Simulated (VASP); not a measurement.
Here is a VASP 6.6.1 calculation.

INCAR

```
SYSTEM = Si
PREC     = Accurate       ! precision mode
ENCUT    = 520            ! plane-wave cutoff, eV
EDIFF    = 1E-7           ! SCF threshold, eV
ISMEAR   = 0              ! smearing method
SIGMA    = 0.02           ! smearing width, eV
LREAL    = .FALSE.        ! projectors in reciprocal space
LASPH    = .TRUE.         ! aspherical terms in the spheres
NELM     = 60             ! most SCF steps
ALGO     = Normal         ! electronic algorithm
ISIF     = 3              ! what is computed and relaxed
LWAVE    = .FALSE.        ! write WAVECAR
LCHARG   = .FALSE.        ! write CHGCAR
GGA      = PE             ! functional
IBRION   = 2              ! ionic algorithm
NSW      = 80             ! ionic steps
EDIFFG   = -0.002         ! ionic threshold
```

Contents of KPOINTS:

```
Automatic mesh
0
G
  2 2 2
  0 0 0
```

File POSCAR:

```
Si                                      
1.0
   -0.0000000000      2.8064224518      2.8064224518
    2.8064224518     -0.0000000000      2.8064224518
    2.8064224518      2.8064224518     -0.0000000000
  Si            
     2
Direct
     0.7500000000000000    0.7500000000000000    0.7500000000000000
     0.5000000000000000    0.5000000000000000    0.5000000000000000
```

Potentials or basis: VASP PAW PBE potentials, release 64 (Si).

Run with:

```bash
$ cat potpaw_PBE.64/Si/POTCAR > POTCAR
$ mpirun -np 1 vasp_std > vasp.out
```

Problem. Predict the band gap on the k mesh.

Solution. 0.80 eV, indirect (least direct gap 2.30 eV).

Final structure:
```cif
data_structure
_symmetry_space_group_name_H-M 'P 1'
_symmetry_Int_Tables_number 1
_cell_length_a 3.9689
_cell_length_b 3.9689
_cell_length_c 3.9689
_cell_angle_alpha 60.000
_cell_angle_beta 60.000
_cell_angle_gamma 60.000
_cell_volume 44.21
loop_
_atom_site_label
_atom_site_type_symbol
_atom_site_fract_x
_atom_site_fract_y
_atom_site_fract_z
_atom_site_occupancy
Si1 Si 0.75000 0.75000 0.75000 1
Si2 Si 0.50000 0.50000 0.50000 1
```

Caveat: the k mesh is coarse (spacing up to 0.97 Å⁻¹), so the values aren't converged; the relaxation stopped at its first step, so nothing moved. A k mesh can miss the band edges.
